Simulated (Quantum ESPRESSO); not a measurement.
Here is a Quantum ESPRESSO 7.5 calculation.

The input pw.in:

```
&CONTROL
  calculation = 'scf'
  prefix = 'pwscf'
  outdir = './tmp'
  pseudo_dir = './pseudo'
  tprnfor = .true.
  tstress = .true.
  disk_io = 'low'
/
&SYSTEM
  ibrav = 0
  nat = 2
  ntyp = 2
  ecutwfc = 60
  ecutrho = 480
  nbnd = 15
  occupations = 'smearing'
  smearing = 'fd'
  degauss = 0.00367493
/
&ELECTRONS
  conv_thr = 4d-10
  electron_maxstep = 120
  mixing_beta = 0.5
/
ATOMIC_SPECIES
Cd   112.4140 Cd.pbe-dn-rrkjus_psl.0.3.1.UPF
O     15.9990 O.pbe-n-kjpaw_psl.0.1.UPF
CELL_PARAMETERS angstrom
   0.0000000000    2.3495000000    2.3495000000
   2.3495000000    0.0000000000    2.3495000000
   2.3495000000    2.3495000000    0.0000000000
ATOMIC_POSITIONS crystal
Cd     0.0000000000    0.0000000000    0.0000000000
O      0.5000000000    0.5000000000    0.5000000000
K_POINTS automatic
10 10 10 0 0 0
```

pp_density.in

```
&INPUTPP
  prefix = 'pwscf'
  outdir = './tmp'
  filplot = 'density.dat'
  plot_num = 0
/
&PLOT
  nfile = 1
  filepp(1) = 'density.dat'
  iflag = 3
  output_format = 6
  fileout = 'density.cube'
/
```

File pp_potential.in:

```
&INPUTPP
  prefix = 'pwscf'
  outdir = './tmp'
  filplot = 'potential.dat'
  plot_num = 11
/
&PLOT
  nfile = 1
  filepp(1) = 'potential.dat'
  iflag = 3
  output_format = 6
  fileout = 'potential.cube'
/
```

Potentials or basis: SSSP 1.3 efficiency PBE.

Command:

```sh
$ OMP_NUM_THREADS=1 pw.x -in pw.in > pw.out
$ OMP_NUM_THREADS=1 pp.x -in pp_density.in > pp_density.out
$ OMP_NUM_THREADS=1 pp.x -in pp_potential.in > pp_potential.out
```

(1) Predict the band gap on the k mesh.

(2) Predict the pressure.

Answers

(1) none (metal or under the smearing width).

(2) 6.6 GPa.

Caveat: this crystal is a semiconductor, whose small gap the functional closes, so the metal is an error of the method.
